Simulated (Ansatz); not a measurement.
# HgTe (Coloradoite) (F-43m) in Ansatz: notebook

One crystal, HgTe (Coloradoite), is run at these levels: m-r2SCAN; tasks: single point, equation of state.

Program: Ansatz 0.2.0. These are calculated values, not measurements. Logs are shortened: lines on timing, memory, paths and dates and some standing lists are left out, and cuts for length are marked.

## (1) The structure

It takes space group F-43m (No. 216, cubic). The conventional cell has a = 6.429 Å, b = 6.429 Å, c = 6.429 Å, α = 90.00°, β = 90.00°, γ = 90.00°. Hg (site symmetry -43m) is surrounded by 4 Te at 2.78 Å. Te (site symmetry -43m) is surrounded by 4 Hg at 2.78 Å.

## (2) Single point, m-r2SCAN, 31.22 Å³/atom (volume scaled by 0.94)

File input.yaml:

```yaml
crystal:
  lattice:
    - [0.0, 3.1488795465, 3.1488795465]
    - [3.1488795465, 0.0, 3.1488795465]
    - [3.1488795465, 3.1488795465, 0.0]
  atoms:
    - { symbol: Hg, position: [0.0, 0.0, 0.0] }
    - { symbol: Te, position: [0.75, 0.75, 0.75] }
hamiltonian:
  xc: mr2scan
  pseudopotentials: { kind: paw }
kpoints:
  mp_grid: { grid: [7, 7, 7] }
scf:
  occupations: { method: fermi_dirac, width: 0.05 }
output:
  forces: true
  stress: true
  eigenvalues: true
```

Potentials or basis: Ansatz PAW.

Command:

```console
> ansatz run input.yaml --threads 2 --pin off --max-ram 5120MiB --backend cpu --events-out ev --progress --plain --runs-dir out
```

What it wrote:

```text
Warning: RAYON_NUM_THREADS=2 ignored (pool sized by the plan → 2); use --threads N
Engine: ansatz 0.2.0, x86_64-unknown-linux-gnu
Pseudopotentials: kind: paw
Pseudopotential: Hg, paw, valence charge 20, recommended cutoff 500 eV (meta_gga), Hg.paw.azcp
Pseudopotential: Te, paw, valence charge 16, recommended cutoff 500 eV (meta_gga), Te.paw.azcp
Functional definition: m-r2SCAN
  exchange = m_r2scan_x
  correlation = m_r2scan_c
Crystal: 2 atoms, lattice volume = 62.445 Å³
Basis set: ecut = 500 eV, 1591 PW (Γ), exchange–correlation on 144×144×144 points (64 copies of the dense FFT grid, shifted against one another)
Bands: 22, of which v1, the nominal top of the filled ones, is band 18 counted from 1 (17 counted from 0)
Symmetry: 24 space group operations
Space group: F-43m (ITA 216), of the structure as read, at distance tolerance 4.0e-5 Å
k-points: 20 of 343 (time reversal used)
Non-local potential: Hg, projectors of the file, l = 0: 3, l = 1: 2, l = 2: 2, l = 3: 1
Non-local potential: Te, projectors of the file, l = 0: 2, l = 1: 2, l = 2: 2, l = 3: 2
PAW form: soft (Blöchl's): semilocal exchange-correlation on the pseudo side does not see the compensation charge
PAW frozen core: Hg, regenerated for the run's functional (the file was generated under x = pbe(κ = 0.804, μ = 0.2195149727645171), c = pbe(β = 0.06672455060314922))
PAW frozen core: Te, regenerated for the run's functional (the file was generated under x = pbe(κ = 0.804, μ = 0.2195149727645171), c = pbe(β = 0.06672455060314922))
PAW one-centre angular grid: Hg, 590 points (default); XC on 160 Gauss nodes
PAW one-centre angular grid: Te, 590 points (default); XC on 160 Gauss nodes
Initial density: superposition of atomic densities (neutral atoms: chi_scale 0, normalization atom), corrected by the library's trained network
Initial wavefunctions: pseudopotential atomic-orbital guess
Functional: x = mr2scan, c = mr2scan; τ floored in thin density (d = 2e-4 eV/Å³)
SCF iter   1: F=—  HF=-20822.869213 eV  |F-HF|=—  |Δ(HF+E_count)|=         —  Δρ=6.06e-3  dr2=1.87e-2  dr2_τ=1.64e-2  ethr=1.77e-3  ⟨swp⟩=6.0  Hψ=2094  notcnv=0
preconditioner: auto → none  [insulator: Δε(μ)=0.959 eV  Ē_g=11.651 eV  σ=0.050 eV  W_gap=0.68  n_scr=14 (ndim 8)  ℏωp=19.9 eV  f_vac=0.160  D(μ)=0.08/eV (n_scr^D=0)  ε∞_Penn≈3.9]
SCF iter   2: F=—  HF=-20822.871963 eV  |F-HF|=—  |Δ(HF+E_count)|=   2.75e-3  Δρ=2.93e-3  dr2=2.83e-3  dr2_τ=1.26e-3  ethr=5.20e-5  ⟨swp⟩=2.6  Hψ=967  notcnv=0
SCF iter   3: F=—  HF=-20822.871611 eV  |F-HF|=—  |Δ(HF+E_count)|=   3.52e-4  Δρ=1.56e-3  dr2=3.73e-4  dr2_τ=7.61e-5  ethr=7.86e-6  ⟨swp⟩=2.0  Hψ=601  notcnv=0
SCF iter   4: F=—  HF=-20822.871804 eV  |F-HF|=—  |Δ(HF+E_count)|=   1.92e-4  Δρ=1.21e-4  dr2=6.64e-6  dr2_τ=1.34e-6  ethr=1.03e-6  ⟨swp⟩=2.0  Hψ=630  notcnv=0
SCF iter   5: F=—  HF=-20822.871802 eV  |F-HF|=—  |Δ(HF+E_count)|=   2.00e-6  Δρ=2.74e-5  dr2=1.94e-7  dr2_τ=2.73e-8  ethr=1.85e-8  ⟨swp⟩=2.0  Hψ=721  notcnv=0
SCF iter   6: F=-20822.871802 eV  HF=-20822.871802 eV  |F-HF|=1.01e-8  |Δ(HF+E_count)|=   2.53e-7  Δρ=7.70e-6  dr2=1.33e-8  dr2_τ=2.75e-9  ethr=2.78e-10  ⟨swp⟩=7.0  Hψ=1968  notcnv=0
SCF 1 converged in 6 iterations: F = -20822.871802 eV  dr2 = 1.33e-8
SCF converged after 6 iterations
Free energy (F): -20822.871802 eV
Harris-Foulkes:  -20822.871802 eV  (|F-HF|=1.01e-8)
Internal energy: -20822.871164 eV  (E = F + TS)
E sigma→0 (E₀):  -20822.871483 eV
Entropy (-TS):   -0.000638 eV (-0.319 meV/atom)
Fermi energy:    9.883843 eV
--- Per-component energies (eV) ---
  E_band       = -771.842650
  E_kinetic    = 786.088007
  E_local      = -4636.444932  (includes V_loc(G=0)·N_el)
  E_nonlocal   = -236.452349
  E_hartree    = 2271.103257
  E_xc         = -324.277916
  E_vxc        = -403.043723  (∫ρ·V_xc dr)
  E_paw        = -14657.795311  (= ΣΔE_a)
  E_vpaw       = -851.246720  (= ΣTr[D̂ρ^β])
  E_aug_tail   = 0.000334  (compensation charges beyond the density's cutoff)
  E_vtau       = 27.052227  (kinetic-family band-sum trace: ∫τ·v_τ [+ j·A + Jᵃ·Aᵃ] dr)
  E_ewald      = -4025.228181
  E_core_change = 0.135928  (= ΣΔE_core)
  E_smearing   = -0.000638  (= −TS)
  E_closure    = -0.000000  (closes the sum)
  Σ components = -20822.871802   (vs F -20822.871802, Δ=0.00e0)
--- Forces (eV/Å), atoms counted from 1 ---
  atom   1  Hg    -0.00000000     0.00000000    -0.00000000
  atom   2  Te     0.00000000    -0.00000000     0.00000000
  max |Σ_I F_I| component: 6.48e-17 eV/Å
--- Stress (GPa, compression-positive) ---
        7.163154      -0.000000      -0.000000
       -0.000000       7.163154       0.000000
       -0.000000       0.000000       7.163154
  P = ⅓ Tr σ = 7.1632 GPa (71.632 kbar)
--- Band table (eV; the first three rows and the last of 20) ---
  k-point 0: bands = ["-107.7846", "-55.6294", "-55.6294", "-55.6294", "-27.9988", "-27.9988", "-27.9988", "-27.9837", "-27.9837", "-3.1864", "1.6757", "1.6757", "1.6757", "2.3507", "2.3507", "9.6560", "9.8458", "9.8458", "9.8458", "14.2587", "14.2587", "14.2587"]
  k-point 1: bands = ["-107.7846", "-55.6295", "-55.6295", "-55.6295", "-27.9989", "-27.9987", "-27.9987", "-27.9836", "-27.9836", "-3.0643", "1.7101", "1.7101", "1.7182", "2.3473", "2.3473", "7.8023", "9.5737", "9.5737", "10.9190", "14.2844", "14.5985", "14.5985"]
  k-point 2: bands = ["-107.7846", "-55.6296", "-55.6295", "-55.6295", "-27.9993", "-27.9986", "-27.9986", "-27.9835", "-27.9835", "-2.7720", "1.7802", "1.7802", "1.9344", "2.3520", "2.3520", "5.7321", "9.0583", "9.0583", "10.9912", "15.0652", "15.0652", "15.5969"]
  k-point 19: bands = ["-107.7846", "-55.6297", "-55.6296", "-55.6295", "-27.9995", "-27.9989", "-27.9981", "-27.9836", "-27.9831", "-2.2516", "1.9306", "2.0093", "2.2614", "2.3285", "3.0536", "3.7626", "6.4441", "7.2787", "13.0365", "14.5350", "15.9464", "16.7831"]
```

Wall time 2.8 s (2 threads of Intel Xeon at 2.60GHz (Ice Lake), shared host); peak memory 0.59 GiB.

Results:

```yaml
Free_energy: -20822.8718 eV
Pressure: 7.2 GPa
Band_gap_on_the_k_mesh: none (metal or under the smearing width)
```

Caveat: the PAW data sets come from PBE, with cores solved anew for the run's functional, which leaves a small shift of forces and pressure.

## (3) Single point, m-r2SCAN, 31.89 Å³/atom (volume scaled by 0.96)

Changes to input.yaml since step 2:

```diff
@@ -2,5 +2,5 @@
   lattice:
-    - [0.0, 3.1488795465, 3.1488795465]
-    - [3.1488795465, 0.0, 3.1488795465]
-    - [3.1488795465, 3.1488795465, 0.0]
+    - [0.0, 3.1710554852, 3.1710554852]
+    - [3.1710554852, 0.0, 3.1710554852]
+    - [3.1710554852, 3.1710554852, 0.0]
   atoms:
```

Potentials or basis: Ansatz PAW.

Command:

```console
> ansatz run input.yaml --threads 2 --pin off --max-ram 5120MiB --backend cpu --events-out ev --progress --plain --runs-dir out
```

It took 3.2 s on 2 threads of Intel Xeon at 2.60GHz (Ice Lake), shared host; peak memory 0.6 GiB.

It converged, with:

| Item | Value |
| --- | --- |
| Free energy | -20822.9249 eV |
| Pressure | 5.7 GPa |
| Band gap on the k mesh | none (metal or under the smearing width) |

Caveat: the PAW data sets come from PBE, with cores solved anew for the run's functional, which leaves a small shift of forces and pressure.

## (4) Single point, m-r2SCAN, 32.55 Å³/atom (volume scaled by 0.98)

Changes to input.yaml since step 3:

```diff
@@ -2,5 +2,5 @@
   lattice:
-    - [0.0, 3.1710554852, 3.1710554852]
-    - [3.1710554852, 0.0, 3.1710554852]
-    - [3.1710554852, 3.1710554852, 0.0]
+    - [0.0, 3.1929255244, 3.1929255244]
+    - [3.1929255244, 0.0, 3.1929255244]
+    - [3.1929255244, 3.1929255244, 0.0]
   atoms:
```

Command:

```console
> ansatz run input.yaml --threads 2 --pin off --max-ram 5120MiB --backend cpu --events-out ev --progress --plain --runs-dir out
```

Wall time 2.9 s (2 threads of Intel Xeon at 2.60GHz (Ice Lake), shared host); peak memory 0.6 GiB.

Results (log left out):

```yaml
Free_energy: -20822.9665 eV
Pressure: 4.4 GPa
Band_gap_on_the_k_mesh: none (metal or under the smearing width)
```

Caveat: the PAW data sets come from PBE, with cores solved anew for the run's functional, which leaves a small shift of forces and pressure.

## (5) Single point, m-r2SCAN, 33.22 Å³/atom

Changes to input.yaml since step 4:

```diff
@@ -2,5 +2,5 @@
   lattice:
-    - [0.0, 3.1929255244, 3.1929255244]
-    - [3.1929255244, 0.0, 3.1929255244]
-    - [3.1929255244, 3.1929255244, 0.0]
+    - [0.0, 3.2145, 3.2145]
+    - [3.2145, 0.0, 3.2145]
+    - [3.2145, 3.2145, 0.0]
   atoms:
```

Command:

```console
> ansatz run input.yaml --threads 2 --pin off --max-ram 5120MiB --backend cpu --events-out ev --progress --plain --runs-dir out
```

It took 3 s on 2 threads of Intel Xeon at 2.60GHz (Ice Lake), shared host; peak memory 0.6 GiB.

Results (log left out):

| Item | Value |
| --- | --- |
| Free energy | -20822.9977 eV |
| Pressure | 3.2 GPa |
| Band gap on the k mesh | none (metal or under the smearing width) |

Caveat: the PAW data sets come from PBE, with cores solved anew for the run's functional, which leaves a small shift of forces and pressure.

## (6) Single point, m-r2SCAN, 33.88 Å³/atom (volume scaled by 1.02)

Changes to input.yaml since step 5:

```diff
@@ -2,5 +2,5 @@
   lattice:
-    - [0.0, 3.2145, 3.2145]
-    - [3.2145, 0.0, 3.2145]
-    - [3.2145, 3.2145, 0.0]
+    - [0.0, 3.2357886999, 3.2357886999]
+    - [3.2357886999, 0.0, 3.2357886999]
+    - [3.2357886999, 3.2357886999, 0.0]
   atoms:
```

Potentials or basis: Ansatz PAW.

Command:

```console
> ansatz run input.yaml --threads 2 --pin off --max-ram 5120MiB --backend cpu --events-out ev --progress --plain --runs-dir out
```

Run time: 2.9 s. Hardware: 2 threads of Intel Xeon at 2.60GHz (Ice Lake), shared host; peak memory 0.6 GiB.

The run converged. Its results:

| Quantity | Value |
| --- | --- |
| Free energy | -20823.0197 eV |
| Pressure | 2.1 GPa |
| Band gap on the k mesh | none (metal or under the smearing width) |

Caveat: the PAW data sets come from PBE, with cores solved anew for the run's functional, which leaves a small shift of forces and pressure.

## (7) Single point, m-r2SCAN, 34.54 Å³/atom (volume scaled by 1.04)

Changes to input.yaml since step 6:

```diff
@@ -2,5 +2,5 @@
   lattice:
-    - [0.0, 3.2357886999, 3.2357886999]
-    - [3.2357886999, 0.0, 3.2357886999]
-    - [3.2357886999, 3.2357886999, 0.0]
+    - [0.0, 3.2568009036, 3.2568009036]
+    - [3.2568009036, 0.0, 3.2568009036]
+    - [3.2568009036, 3.2568009036, 0.0]
   atoms:
```

Command:

```console
> ansatz run input.yaml --threads 2 --pin off --max-ram 5120MiB --backend cpu --events-out ev --progress --plain --runs-dir out
```

Run time: 2.9 s. Hardware: 2 threads of Intel Xeon at 2.60GHz (Ice Lake), shared host; peak memory 0.59 GiB.

The run converged. Its results:

```yaml
Free_energy: -20823.0334 eV
Pressure: 1.2 GPa
Band_gap_on_the_k_mesh: none (metal or under the smearing width)
```

Caveat: the PAW data sets come from PBE, with cores solved anew for the run's functional, which leaves a small shift of forces and pressure.

## (8) Single point, m-r2SCAN, 35.21 Å³/atom (volume scaled by 1.06)

Changes to input.yaml since step 7:

```diff
@@ -2,5 +2,5 @@
   lattice:
-    - [0.0, 3.2568009036, 3.2568009036]
-    - [3.2568009036, 0.0, 3.2568009036]
-    - [3.2568009036, 3.2568009036, 0.0]
+    - [0.0, 3.2775454177, 3.2775454177]
+    - [3.2775454177, 0.0, 3.2775454177]
+    - [3.2775454177, 3.2775454177, 0.0]
   atoms:
@@ -19 +19,5 @@
   eigenvalues: true
+  write_density: true
+  write_potential: true
+  elf: true
+  volumetric_format: npy
```

Command:

```console
> ansatz run input.yaml --threads 2 --pin off --max-ram 5120MiB --backend cpu --events-out ev --progress --plain --runs-dir out
```

Wall time 3.7 s (2 threads of Intel Xeon at 2.60GHz (Ice Lake), shared host); peak memory 0.61 GiB.

The run converged. Its results:

| Quantity | Value |
| --- | --- |
| Free energy | -20823.0398 eV |
| Pressure | 0.4 GPa |
| Band gap on the k mesh | none (metal or under the smearing width) |

Caveat: the PAW data sets come from PBE, with cores solved anew for the run's functional, which leaves a small shift of forces and pressure.

## (9) Equation of state, m-r2SCAN

Potentials or basis: Ansatz PAW.

This step only gathers the single runs of the series.

Results:

```
Equilibrium volume : 35.52 Å³/atom (rough: see the caveat)
Bulk modulus       : 40 GPa (rough)
```

Energy against volume, from the lowest point:
```csv
volume (Å³/atom),energy (meV/atom)
31.223,83.99
31.887,57.43
32.551,36.65
33.215,21.05
33.880,10.06
34.544,3.20
35.208,0.00
```

Caveat: the minimum lies outside the volumes run; the PAW data sets were made with another functional, which shifts forces and pressure a little.
